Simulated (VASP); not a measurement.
Method: PBEsol GGA, VASP's PBE PAW potentials (set 64) (plane waves; VASP 6.6.1).

A VASP calculation is set up with these files.

File POSCAR:
```
ZrO2
5.0684530
  0.0000000000   0.4999999911   0.4999999911
  0.4999999911   0.0000000000   0.4999999911
  0.4999999911   0.4999999911   0.0000000000
Zr O
1 2
Cart
  0.0000000000   0.0000000000   0.0000000000
  0.2499999955   0.2499999955   0.2499999955
  0.7499999866   0.7499999866   0.7499999866
```

### KPOINTS
```
K-points
0
Gamma
 10 10 10
```

**INCAR**
```
SYSTEM  =  ZrO2
PREC  =  Accurate; ENCUT  =  520; LREAL  =  F
LASPH  =  T; NBANDS  =  48
EDIFF  =  1E-7; NELM  =  100; ALGO  =  Normal
LMAXMIX  =  4
ISMEAR  =  0; SIGMA  =  0.01
GGA  =  PS
LWAVE  =  F; LCHARG  =  F; NEDOS  =  1001
LOPTICS  =  T; CSHIFT  =  0.1
```

POTCAR, in this order: Zr_sv O (PBE.64 set). Program: vasp_std.

Output of the run:

**OUTCAR**
```
 ion  position               nearest neighbor table
   1  0.000  0.000  0.000-   3 2.19   3 2.19   3 2.19   2 2.19   3 2.19   2 2.19   2 2.19   2 2.19
  LATTYP: Found a face centered cubic cell.
 ALAT       =     5.0684529094
 Subroutine PRICEL returns:
 Original cell was already a primitive cell.
 Subroutine GETGRP returns: Found 48 space group operations
The static configuration has the point symmetry O_h .
The dynamic configuration has the point symmetry O_h .
 Subroutine INISYM returns: Found 48 space group operations
 Subroutine IBZKPT returns following result:
 Found     47 irreducible k-points:

 Following reciprocal coordinates:
            Coordinates               Weight
  0.000000  0.000000  0.000000      1.000000
  0.100000  0.000000  0.000000      8.000000
  0.200000  0.000000  0.000000      8.000000
  0.300000  0.000000  0.000000      8.000000
  0.400000  0.000000  0.000000      8.000000
  0.500000  0.000000  0.000000      4.000000
  0.100000  0.100000  0.000000      6.000000
  0.200000  0.100000  0.000000     24.000000
  0.300000  0.100000  0.000000     24.000000
  0.400000  0.100000  0.000000     24.000000
  0.500000  0.100000  0.000000     24.000000
 -0.400000  0.100000  0.000000     24.000000
 -0.300000  0.100000  0.000000     24.000000
 -0.200000  0.100000  0.000000     24.000000
 -0.100000  0.100000  0.000000     12.000000
  0.200000  0.200000  0.000000      6.000000
  0.300000  0.200000  0.000000     24.000000
  0.400000  0.200000  0.000000     24.000000
  0.500000  0.200000  0.000000     24.000000
 -0.400000  0.200000  0.000000     24.000000
 -0.300000  0.200000  0.000000     24.000000
 -0.200000  0.200000  0.000000     12.000000
  0.300000  0.300000  0.000000      6.000000
  0.400000  0.300000  0.000000     24.000000
  0.500000  0.300000  0.000000     24.000000
 -0.400000  0.300000  0.000000     24.000000
 -0.300000  0.300000  0.000000     12.000000
  0.400000  0.400000  0.000000      6.000000
  0.500000  0.400000  0.000000     24.000000
 -0.400000  0.400000  0.000000     12.000000
  0.500000  0.500000  0.000000      3.000000
  0.300000  0.200000  0.100000     24.000000
  0.400000  0.200000  0.100000     48.000000
  0.500000  0.200000  0.100000     48.000000
 -0.400000  0.200000  0.100000     24.000000
  0.400000  0.300000  0.100000     24.000000
  0.500000  0.300000  0.100000     48.000000
 -0.400000  0.300000  0.100000     48.000000
 -0.300000  0.300000  0.100000     48.000000
 -0.200000  0.300000  0.100000     24.000000
   k-points           NKPTS =     47   k-points in BZ     NKDIM =     47   number of bands    NBANDS=     48
   number of dos      NEDOS =   1001   number of ions     NIONS =      3
   total plane-waves  NPLWV =  21952
   dimension x,y,z NGX =    28 NGY =   28 NGZ =   28
   dimension x,y,z NGXF=    56 NGYF=   56 NGZF=   56
   ions per type =               1   2
   PREC   = accura    normal or accurate (medium, high low for compatibility)
   ISTART =      0    job   : 0-new  1-cont  2-samecut
   ICHARG =      2    charge: 1-file 2-atom 10-const
   ISPIN  =      1    spin polarized calculation?
   LNONCOLLINEAR =      F non collinear calculations
   LSORBIT =      F    spin-orbit coupling
   INIWAV =      1    electr: 0-lowe 1-rand  2-diag
   ENCUT  =  520.0 eV  38.22 Ry    6.18 a.u.   6.66  6.66  6.66*2*pi/ulx,y,z
   NELM   =    100;   NELMIN=  2; NELMDL= -5     # of ELM steps
   EDIFF  = 0.1E-06   stopping-criterion for ELM
   LREAL  =      F    real-space projection
   NLSPLINE    = F    spline interpolate recip. space projectors
   LMAXMIX     =    4 max onsite mixed and CHGCAR
   VOSKOWN=      0    Vosko Wilk Nusair interpolation
...
```

### OSZICAR
```
       N       E                     dE             d eps       ncg     rms          rms(c)
DAV:   1     0.198607097383E+03    0.19861E+03   -0.11150E+04  4512   0.512E+02
DAV:   2    -0.273697912669E+02   -0.22598E+03   -0.21207E+03  5296   0.194E+02
DAV:   3    -0.356304730124E+02   -0.82607E+01   -0.81657E+01  5784   0.345E+01
DAV:   4    -0.357537491265E+02   -0.12328E+00   -0.12321E+00  5120   0.356E+00
DAV:   5    -0.357556574934E+02   -0.19084E-02   -0.19083E-02  5392   0.382E-01    0.258E+01
DAV:   6    -0.301065519874E+02    0.56491E+01   -0.85591E+00  5312   0.149E+01    0.105E+01
DAV:   7    -0.299781605847E+02    0.12839E+00   -0.42449E-01  5192   0.254E+00    0.685E+00
DAV:   8    -0.299316715982E+02    0.46489E-01   -0.15164E-01  5272   0.196E+00    0.183E+00
DAV:   9    -0.299248141980E+02    0.68574E-02   -0.18184E-02  5016   0.808E-01    0.120E+00
DAV:  10    -0.299246044849E+02    0.20971E-03   -0.28970E-03  5200   0.258E-01    0.611E-02
DAV:  11    -0.299246093884E+02   -0.49035E-05   -0.93703E-05  5384   0.316E-02    0.354E-02
DAV:  12    -0.299246151761E+02   -0.57877E-05   -0.16956E-05  5256   0.175E-02    0.744E-03
DAV:  13    -0.299246153027E+02   -0.12656E-06   -0.40499E-07  5544   0.277E-03    0.242E-03
DAV:  14    -0.299246153833E+02   -0.80686E-07   -0.18354E-07  5184   0.140E-03
   1 F= -.29924615E+02 E0= -.29924615E+02  d E =-.816923E-19
 imaginary and real dielectric function
```

**OUTCAR**
```
------------------------ aborting loop because EDIFF is reached ----------------------------------------
  FORCE on cell =-STRESS in cart. coord.  units (eV):
  Direction    XX          YY          ZZ          XY          YZ          ZX
  --------------------------------------------------------------------------------------
  Total       -0.0409218     -0.0409218     -0.0409218      0.0000000     -0.0000000      0.0000000
  in kB       -2.0141850     -2.0141850     -2.0141850      0.0000000     -0.0000000      0.0000000
  external PRESSURE =      -2.0141850 kB  Pullay stress =       0.0000000 kB
  volume of cell :       32.55
      direct lattice vectors                 reciprocal lattice vectors
     0.000000000  2.534226455  2.534226455    -0.197298864  0.197298864  0.197298864
     2.534226455  0.000000000  2.534226455     0.197298864 -0.197298864  0.197298864
     2.534226455  2.534226455  0.000000000     0.197298864  0.197298864 -0.197298864
 POSITION                                       TOTAL-FORCE (eV/Angst)
 -----------------------------------------------------------------------------------
      0.00000      0.00000      0.00000         0.000000      0.000000     -0.000000
      1.26711      1.26711      1.26711         0.000000      0.000000      0.000000
      3.80134      3.80134      3.80134        -0.000000     -0.000000     -0.000000
 -----------------------------------------------------------------------------------
    total drift:                                0.000000      0.000000      0.000000
  FREE ENERGIE OF THE ION-ELECTRON SYSTEM (eV)
  ---------------------------------------------------
  free  energy   TOTEN  =       -29.9246153833 eV

  energy  without entropy=      -29.9246153833  energy(sigma->0) =      -29.92461538

 plasma frequency squared (from intraband transitions) (eV^2)
  --------------------------------------------------------------------------------------
       0.000      -0.000      -0.000
       0.000       0.000       0.000
      -0.000       0.000       0.000

 plasma frequency squared (from interband transitions, int dw w eps(2)(w)) (eV^2)
  --------------------------------------------------------------------------------------
     811.451       0.000      -0.000       0.000       0.000       0.000
      -0.000      -0.000     811.451       0.000       0.000      -0.000
       0.000      -0.000       0.000       0.000     811.451       0.000
```
(Selected blocks of OUTCAR.)

The structure comes from a measured ZrO2 entry (Fm-3m) of the Crystallography Open Database, whose conditions weren't checked. It was relaxed first.
